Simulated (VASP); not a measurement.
# H in VASP: further runs

One crystal, H, is run at these levels: PBEsol; tasks: single point, relaxation of the atoms.

Everything below comes from runs of VASP 6.6.1. Logs are shortened: lines on timing, memory, paths and dates and some standing lists are left out, and cuts for length are marked.

## (1) The crystal as given

The cell holds a amorphous, 20 atoms: a = 6.463 Å, b = 6.463 Å, c = 6.463 Å, α = 90.00°, β = 90.00°, γ = 90.00°.

The cell was built by a generator and needn't be a form met in nature.

## (2) Single point, PBEsol

The input, INCAR:

```
SYSTEM = H
PREC = Accurate
ENCUT = 520
EDIFF = 1E-6
ISMEAR = -1
SIGMA = 0.05
LREAL = Auto
LASPH = .TRUE.
NELM = 100
ALGO = Fast
ISIF = 2
LWAVE = .FALSE.
LCHARG = .FALSE.
GGA = PS
NBANDS = 26
```

The input, KPOINTS:

```
Automatic mesh
0
G
  1 1 1
  0 0 0
```

The input, POSCAR:

```
H
1.0
    6.4633040000      0.0000000000      0.0000000000
    0.0000000000      6.4633040000      0.0000000000
    0.0000000000      0.0000000000      6.4633040000
H
20
Direct
    0.7224121214      0.7379643040      0.7685286732
    0.8020889663      0.7155325928      0.6852147172
    0.9686117046      0.8315695436      0.0714319324
    0.8615610465      0.8038074791      0.1099970396
    1.0211182663      0.2309638902      0.7246825960
    1.0135237549      0.1614336029      0.6305149205
    0.7215925018      0.4545208172      0.4418491588
    0.6770125644      0.3632968794      0.5005892059
    0.4172138717      0.7567639086      0.3058138967
    0.3454830257      0.8472649621      0.2857207588
    0.7985981067      0.0042022917      0.4258060619
    0.6867962002      0.0193370588      0.3935526976
    0.0319420256      0.6482576708      0.5045761194
    0.0251329227      0.6380628209      0.3878390183
    0.4020240131      0.9267455382      0.8050568742
    0.4099579306      0.9325105756      0.6882280337
    0.2280753632      0.0848565863      0.0225550449
    0.1724235223      0.1573059846      0.0963510124
    0.3401763821      0.3865659538      0.4061581709
    0.2708187097      0.3285117397      0.3316506677
```

Potentials or basis: VASP PAW PBE potentials, release 64 (H).

Launch:

```sh
cat potpaw_PBE.64/H/POTCAR > POTCAR
mpirun -np 1 vasp_gam > vasp.out
```

OUTCAR:

```text
SYSTEM = H
   PREC = Accurate
   ENCUT = 520
   EDIFF = 1E-6
   ISMEAR = -1
   LREAL = Auto
   LASPH = .TRUE.
   NELM = 100
   ISIF = 2
   GGA = PS

 ion  position               nearest neighbor table
   1  0.722  0.738  0.769-   2 0.76
   2  0.802  0.716  0.685-   1 0.76
   3  0.969  0.832  0.071-   4 0.76
   4  0.862  0.804  0.110-   3 0.76
   5  0.021  0.231  0.725-   6 0.76
   6  0.014  0.161  0.631-   5 0.76
   7  0.722  0.455  0.442-   8 0.76
   8  0.677  0.363  0.501-   7 0.76
   9  0.417  0.757  0.306-  10 0.76
  10  0.345  0.847  0.286-   9 0.76
  11  0.799  0.004  0.426-  12 0.76
  12  0.687  0.019  0.394-  11 0.76
  13  0.032  0.648  0.505-  14 0.76
  14  0.025  0.638  0.388-  13 0.76
  15  0.402  0.927  0.805-  16 0.76
  16  0.410  0.933  0.688-  15 0.76
  17  0.228  0.085  0.023-  18 0.76
  18  0.172  0.157  0.096-  17 0.76
  19  0.340  0.387  0.406-  20 0.76
  20  0.271  0.329  0.332-  19 0.76

  LATTYP: Found a simple cubic cell.
 ALAT       =     6.4633040000

  Lattice vectors:

 A1 = (   6.4633040000,   0.0000000000,   0.0000000000)
 A2 = (   0.0000000000,   6.4633040000,   0.0000000000)
 A3 = (   0.0000000000,   0.0000000000,   6.4633040000)

Analysis of symmetry for initial positions (statically):
=====================================================================
 Subroutine PRICEL returns:
 Original cell was already a primitive cell.

 Routine SETGRP: Setting up the symmetry group for a
 simple cubic supercell.

 Subroutine GETGRP returns: Found  1 space group operations
 (whereof  1 operations were pure point group operations)
 out of a pool of 48 trial point group operations.

The static configuration has the point symmetry C_1 .

Analysis of symmetry for dynamics (positions and initial velocities):
=====================================================================
 Subroutine PRICEL returns:
 Original cell was already a primitive cell.

 Routine SETGRP: Setting up the symmetry group for a
 simple cubic supercell.

 Subroutine GETGRP returns: Found  1 space group operations
 (whereof  1 operations were pure point group operations)
 out of a pool of 48 trial point group operations.

The dynamic configuration has the point symmetry C_1 .

 Subroutine INISYM returns: Found  1 space group operations
 (whereof  1 operations are pure point group operations),
 and found     1 'primitive' translations

----------------------------------------------------------------------------------------

                                     Primitive cell

  volume of cell :     270.0000

  direct lattice vectors                    reciprocal lattice vectors
     6.463304000  0.000000000  0.000000000     0.154719629  0.000000000  0.000000000
     0.000000000  6.463304000  0.000000000     0.000000000  0.154719629  0.000000000
     0.000000000  0.000000000  6.463304000     0.000000000  0.000000000  0.154719629

  length of vectors
     6.463304000  6.463304000  6.463304000     0.154719629  0.154719629  0.154719629

  position of ions in fractional coordinates (direct lattice)
     0.722412121  0.737964304  0.768528673
     0.802088966  0.715532593  0.685214717
     0.968611705  0.831569544  0.071431932
     0.861561047  0.803807479  0.109997040
     0.021118266  0.230963890  0.724682596
     0.013523755  0.161433603  0.630514920
     0.721592502  0.454520817  0.441849159
     0.677012564  0.363296879  0.500589206
     0.417213872  0.756763909  0.305813897
     0.345483026  0.847264962  0.285720759
     0.798598107  0.004202292  0.425806062
     0.686796200  0.019337059  0.393552698
     0.031942026  0.648257671  0.504576119
     0.025132923  0.638062821  0.387839018
     0.402024013  0.926745538  0.805056874
     0.409957931  0.932510576  0.688228034
     0.228075363  0.084856586  0.022555045
     0.172423522  0.157305985  0.096351012
     0.340176382  0.386565954  0.406158171
     0.270818710  0.328511740  0.331650668

  ion indices of the primitive-cell ions
   primitive index   ion index
                 1           1
                 2           2
                 3           3
                 4           4
                 5           5
                 6           6
                 7           7
                 8           8
                 9           9
                10          10
                11          11
                12          12
                13          13
                14          14
                15          15
                16          16
                17          17
                18          18
                19          19
                20          20

----------------------------------------------------------------------------------------

 KPOINTS: Automatic mesh

Automatic generation of k-mesh.
 Grid dimensions read from file:
 generate k-points for:    1    1    1

 Generating k-lattice:

  Cartesian coordinates                     Fractional coordinates (reciprocal lattice)
     0.154719629  0.000000000  0.000000000     1.000000000  0.000000000  0.000000000
     0.000000000  0.154719629  0.000000000     0.000000000  1.000000000  0.000000000
     0.000000000  0.000000000  0.154719629     0.000000000  0.000000000  1.000000000

  Length of vectors
     0.154719629  0.154719629  0.154719629

  Shift w.r.t. Gamma in fractional coordinates (k-lattice)
     0.000000000  0.000000000  0.000000000

 Subroutine IBZKPT returns following result:
 ===========================================

 Found      1 irreducible k-points:

 Following reciprocal coordinates:
            Coordinates               Weight
  0.000000  0.000000  0.000000      1.000000
   k-points           NKPTS =      1   k-points in BZ     NKDIM =      1   number of bands    NBANDS=     26
   number of dos      NEDOS =    301   number of ions     NIONS =     20
   total plane-waves  NPLWV = 110592
   dimension x,y,z NGX =    48 NGY =   48 NGZ =   48
   dimension x,y,z NGXF=    96 NGYF=   96 NGZF=   96
   ions per type =              20
   NGX,Y,Z   is equivalent  to a cutoff of  12.35, 12.35, 12.35 a.u.
   NGXF,Y,Z  is equivalent  to a cutoff of  24.69, 24.69, 24.69 a.u.
 SYSTEM =  H
   PREC   = accura    normal or accurate (medium, high low for compatibility)
   ISTART =      0    job   : 0-new  1-cont  2-samecut
   ICHARG =      2    charge: 1-file 2-atom 10-const
   ISPIN  =      1    spin polarized calculation?
   LNONCOLLINEAR =      F non collinear calculations
   LSORBIT =      F    spin-orbit coupling
   LASPH  =      T    aspherical Exc in radial PAW
   ENCUT  =  520.0 eV  38.22 Ry    6.18 a.u.  12.02 12.02 12.02*2*pi/ulx,y,z
   NELM   =    100;   NELMIN=  2; NELMDL= -5     # of ELM steps
   EDIFF  = 0.1E-05   stopping-criterion for ELM
   LREAL  =      T    real-space projection
   EDIFFG = 0.1E-04   stopping-criterion for IOM
   NSW    =      0    number of steps for IOM
   IBRION =     -1    ionic relax: 0-MD 1-quasi-New 2-CG
   NFREE  =      0    steps in history (QN), initial steepest desc. (CG)
   ISIF   =      2    stress and relaxation
   ISYM   =      2    0-nonsym 1-usesym 2-fastsym
   POTIM  = 0.5000    time-step for ionic-motion
   TEBEG  =    0.0;   TEEND  =   0.0 temperature during run
   PSTRESS=    0.0 pullay stress
   NELECT =      20.0000    total number of electrons
   NUPDOWN=      -1.0000    fix difference up-down
   EMIN   =  10.00;   EMAX   =-10.00  energy-range for DOS
   EFERMI =   0.00;   METHOD = LEGACY
   ISMEAR =    -1;   SIGMA  =   0.05  broadening in eV -4-tet -1-fermi 0-gaus
   EFERMI_NEDOS =   21; number of points for ismear=-14 and -15
   IALGO  =     68    algorithm
   IMIX   =      4    mixing-type and parameters
     AMIX     =   0.40;   BMIX     =  1.00
     AMIX_MAG =   1.60;   BMIX_MAG =  1.00
  volume/ion in A,a.u.               =      13.50        91.10
  Fermi-wavevector in a.u.,A,eV,Ry     =   0.687538  1.299259  6.431596  0.472709
  Thomas-Fermi vector in A             =   1.768082
   LORBIT       =      0    0 simple, 1 ext, 2 COOP (PROOUT), +10 PAW based schemes
   GGA     = PS    functional components
   LHFCALC =     F    Hartree Fock is set to
   AEXX    =    0.0000 exact exchange contribution
   IVDW    =     0    specifies the selected vdW correction
   LEPSILON=     F    determine dielectric tensor
   LRPA    =     F    only Hartree local field effects (RPA)
 non-spin polarized calculation
 RMM-DIIS sequential band-by-band and
  energy-cutoff  :      520.00
  volume of cell :      270.00
 maximum number of plane-waves:      3577
   NGX = 25   NGY = 25   NGZ = 25

 number of electron      19.9999998 magnetization

 Free energy of the ion-electron system (eV)
  ---------------------------------------------------
  ext. energy  EPLUGINS =         0.00000000
  ---------------------------------------------------
  free energy    TOTEN  =       -64.88876949 eV

  energy without entropy =      -64.88876949  energy(sigma->0) =      -64.88876949

 E-fermi :  -6.8461     XC(G=0):  -4.8071

 val. band max:       -8.1160801388   @ k =   0.0000   0.0000   0.0000
 cond. band min:       0.5351554071   @ k =   0.0000   0.0000   0.0000
 fundamental gap:      8.6512355459
 Fermi energy:        -6.8460608735

 k-point     1 :       0.0000    0.0000    0.0000
  band No.  band energies     occupation
      1     -10.7797      2.00000
      2      -9.6318      2.00000
      3      -9.2934      2.00000
      4      -9.1396      2.00000
      5      -8.9923      2.00000
      6      -8.9551      2.00000
      7      -8.5479      2.00000
      8      -8.2130      2.00000
      9      -8.1184      2.00000
     10      -8.1161      2.00000
     11       0.5352      0.00000
     12       0.9160      0.00000
     13       1.4147      0.00000
     14       1.5011      0.00000
     15       1.8729      0.00000
     16       2.3148      0.00000
     17       2.7733      0.00000
     18       3.0621      0.00000
     19       3.1758      0.00000
     20       3.5459      0.00000
     21       3.8323      0.00000
     22       4.1080      0.00000
 [bands above 22 left out]

------------------------ aborting loop because EDIFF is reached ----------------------------------------

  FORCE on cell =-STRESS in cart. coord.  units (eV):
  Direction    XX          YY          ZZ          XY          YZ          ZX
  --------------------------------------------------------------------------------------
  -------------------------------------------------------------------------------------
  Total        0.9994067      0.8230225      0.9821239      0.0505979      0.2930081     -0.0287592
  in kB        5.9304696      4.8838078      5.8279136      0.3002475      1.7387074     -0.1706569
  external PRESSURE =       5.5473970 kB  Pullay stress =       0.0000000 kB

 VOLUME and BASIS-vectors are now :
 -----------------------------------------------------------------------------
  energy-cutoff  :      520.00
  volume of cell :      270.00
      direct lattice vectors                 reciprocal lattice vectors
     6.463304000  0.000000000  0.000000000     0.154719629  0.000000000  0.000000000
     0.000000000  6.463304000  0.000000000     0.000000000  0.154719629  0.000000000
     0.000000000  0.000000000  6.463304000     0.000000000  0.000000000  0.154719629

 POSITION                                       TOTAL-FORCE (eV/Angst)
 -----------------------------------------------------------------------------------
      4.66917      4.76969      4.96723         0.043783      0.003126      0.003392
      5.18414      4.62470      4.42875        -0.041000     -0.013566      0.025876
      6.26043      5.37469      0.46169        -0.011229     -0.022921     -0.022864
      5.56853      5.19525      0.71094        -0.013357     -0.021894     -0.002157
      0.13649      1.49279      4.68384         0.005681     -0.012842     -0.008539
      0.08741      1.04339      4.07521         0.002413      0.027238      0.022882
      4.66387      2.93771      2.85581        -0.016692     -0.006680      0.032744
      4.37574      2.34810      3.23546         0.008578      0.035105     -0.034092
      2.69658      4.89120      1.97657         0.003132      0.004178     -0.004543
      2.23296      5.47613      1.84670         0.032752     -0.027094     -0.020271
      5.16158      0.02716      2.75211        -0.006470     -0.038487      0.009215
      4.43897      0.12498      2.54365        -0.005065     -0.009061     -0.005426
      0.20645      4.18989      3.26123        -0.014384      0.004345      0.024805
      0.16244      4.12399      2.50672         0.003217      0.042722     -0.029418
      2.59840      5.98984      5.20333        -0.018695      0.019029     -0.021512
      2.64968      6.02710      4.44823        -0.012735      0.014767      0.001988
      1.47412      0.54845      0.14578         0.009421      0.020398     -0.005252
      1.11443      1.01672      0.62275         0.011559     -0.008354      0.007536
      2.19866      2.49849      2.62512         0.005224     -0.014645      0.013777
      1.75038      2.12327      2.14356         0.013866      0.004639      0.011860
 -----------------------------------------------------------------------------------
    total drift:                                0.000245     -0.000162     -0.000136

  FREE ENERGIE OF THE ION-ELECTRON SYSTEM (eV)
  ---------------------------------------------------
  free  energy   TOTEN  =       -64.8887694851 eV

  energy  without entropy=      -64.8887694850  energy(sigma->0) =      -64.88876949
```

It took 10 s on 1 thread of Intel Xeon 6975P-C (Granite Rapids), shared host; peak memory 0.28 GiB.

Results:

```
Free energy            : -64.8888 eV
Pressure               : 0.6 GPa
Largest force          : 0.052 eV/Å
Band gap on the k mesh : 8.65 eV, direct
```

Forces on the atoms (eV/Å):
```
H    0.044  0.003  0.003
H   -0.041 -0.014  0.026
H   -0.011 -0.023 -0.023
H   -0.013 -0.022 -0.002
H    0.006 -0.013 -0.009
H    0.002  0.027  0.023
H   -0.017 -0.007  0.033
H    0.009  0.035 -0.034
H    0.003  0.004 -0.005
H    0.033 -0.027 -0.020
H   -0.006 -0.038  0.009
H   -0.005 -0.009 -0.005
H   -0.014  0.004  0.025
H    0.003  0.043 -0.029
H   -0.019  0.019 -0.022
H   -0.013  0.015  0.002
H    0.009  0.020 -0.005
H    0.012 -0.008  0.008
H    0.005 -0.015  0.014
H    0.014  0.005  0.012
```

Caveat: the PAW data sets were made with another functional, which shifts forces and pressure a little. Expect the measured gap to be larger: semilocal functionals such as PBEsol lack the derivative discontinuity.

## (3) Relaxation of the atoms, PBEsol

The input, INCAR:

```
  ALGO = Normal
  EDIFF = 1E-6
  EDIFFG = -0.3
  ENCUT = 520
  GGA = PS
  IBRION = 2
  ISIF = 2
  ISMEAR = -1
  LASPH = T
  LCHARG = F
  LREAL = Auto
  LWAVE = F
  NELM = 100
  NSW = 35
  PREC = Accurate
  SIGMA = 0.05
```

The input, KPOINTS:

```
k-points
0
Gamma
  1 1 1
```

The input, POSCAR:

```
H
1.0
    6.4633040000      0.0000000000      0.0000000000
    0.0000000000      6.4633040000      0.0000000000
    0.0000000000      0.0000000000      6.4633040000
H
20
Direct
    0.7172032000      0.7100603000      0.7156275000
    0.7987296000      0.6936360000      0.6375761000
    1.0028581000      0.9003915000      0.1978652000
    0.8963986000      0.8675655000      0.2223021000
    0.9946184000      0.2154113000      0.7033263000
    0.9861864000      0.1533795000      0.6079885000
    0.7826794000      0.4267094000      0.4458492000
    0.7434732000      0.3410141000      0.5100949000
    0.3846414000      0.7679808000      0.3162656000
    0.3117740000      0.8541839000      0.2999046000
    0.8476465000      0.0800236000      0.4056118000
    0.7381769000      0.0779151000      0.3736698000
    0.0228601000      0.6140503000      0.4536717000
    0.0106693000      0.5948288000      0.3419119000
    0.4385491000      0.8930029000      0.8009811000
    0.4439898000      0.8999766000      0.6872706000
    0.1866925000      0.0624385000      0.0572030000
    0.1341057000      0.1359070000      0.1268115000
    0.2716912000      0.4000637000      0.3760155000
    0.2036196000      0.3409354000      0.3061697000
```

Potentials or basis: VASP PAW PBE potentials, release 64 (H).

Launch:

```sh
cat potpaw_PBE.64/H/POTCAR > POTCAR
mpirun -np 1 vasp_gam > vasp.out
```

Wall time 2 min (1 thread of Intel Xeon 6975P-C (Granite Rapids), shared host); peak memory 0.3 GiB.

Results (log left out):

```
Free energy                  : -64.8213 eV
Energy gained by relaxing    : 48.6 meV/atom
Ionic steps                  : 20
Pressure after relaxing      : 0.7 GPa
Largest force after relaxing : 0.209 eV/Å
Band gap on the k mesh       : 8.56 eV, direct
```

Forces on the atoms (eV/Å):
```
H    0.037  0.056  0.061
H   -0.065  0.051  0.115
H    0.137  0.018 -0.105
H   -0.171 -0.022  0.039
H   -0.030 -0.061 -0.125
H   -0.030  0.080 -0.002
H    0.045  0.080 -0.079
H   -0.059 -0.118  0.049
H    0.008  0.008 -0.005
H    0.024 -0.024 -0.020
H   -0.169  0.028 -0.035
H    0.188 -0.072  0.027
H    0.036 -0.030  0.001
H    0.042  0.007 -0.051
H   -0.029  0.005  0.123
H    0.000  0.020 -0.139
H   -0.079  0.113  0.157
H    0.125 -0.145 -0.068
H    0.005  0.009  0.051
H   -0.015 -0.002  0.008
```

Stress tensor (GPa, compression positive):
```
 0.63  0.14 -0.04
 0.14  0.55  0.18
-0.04  0.18  0.83
```

Step by step:
```
step  energy change (eV)  largest force (eV/Å)  pressure (GPa)
   1              0.0000                0.8487            2.80
   2              0.1693                1.4873            0.00
   3             -0.0719                0.4603            1.78
   4             -0.1242                0.4244            1.73
   5             -0.2627                0.3581            1.58
   6             -0.4695                0.4813            1.34
   7             -0.6907                0.8134            1.01
   8             -0.7362                0.3557            1.01
   9             -0.7363                0.3319            1.01
  10             -0.7494                0.3887            1.03
  11             -0.7810                0.7863            1.11
  12             -0.8085                1.6750            1.29
  13             -0.8126                1.6470            1.28
  14             -0.8245                1.5633            1.25
  15             -0.8468                1.3979            1.20
  16             -0.8857                1.0774            1.11
  17             -0.9405                0.4780            0.92
  18             -0.9595                0.5767            0.62
  19             -0.9666                0.3646            0.71
  20             -0.9718                0.2089            0.67
```

Final structure:
```
H
1.0
     6.46330    0.00000    0.00000
     0.00000    6.46330    0.00000
     0.00000    0.00000    6.46330
H
20
Direct
  0.73039 0.73690 0.74069
  0.81185 0.71257 0.65963
  0.98179 0.80932 0.07804
  0.87617 0.79295 0.12431
  0.03552 0.21952 0.74671
  0.03155 0.13802 0.66208
  0.70324 0.47432 0.44946
  0.65571 0.39019 0.51446
  0.40019 0.76059 0.32068
  0.33279 0.85334 0.29672
  0.76896 0.02256 0.42004
  0.65975 0.05712 0.39071
  0.02836 0.63384 0.50770
  0.02352 0.62500 0.39086
  0.41165 0.91696 0.81317
  0.42190 0.92076 0.69705
  0.24152 0.10404 0.99635
  0.18210 0.17440 0.07054
  0.34375 0.37201 0.39168
  0.27584 0.31505 0.31521
```

Levels at points of the mesh, in eV from the valence-band top:
| k point | band 8 | band 9 | band 10 | band 11 | band 12 | band 13 |
| --- | --- | --- | --- | --- | --- | --- |
| (0.00, 0.00, 0.00) | -0.25 | -0.18 | 0.00 | 8.56 | 8.82 | 9.29 |

Caveat: the PAW data sets were made with another functional, which shifts forces and pressure a little; the relaxation stopped at a loose force limit of 0.3 eV/Å, so its end isn't a converged minimum. As with any semilocal functional, this PBEsol gap is likely too small.

[end of part 1 of 2]
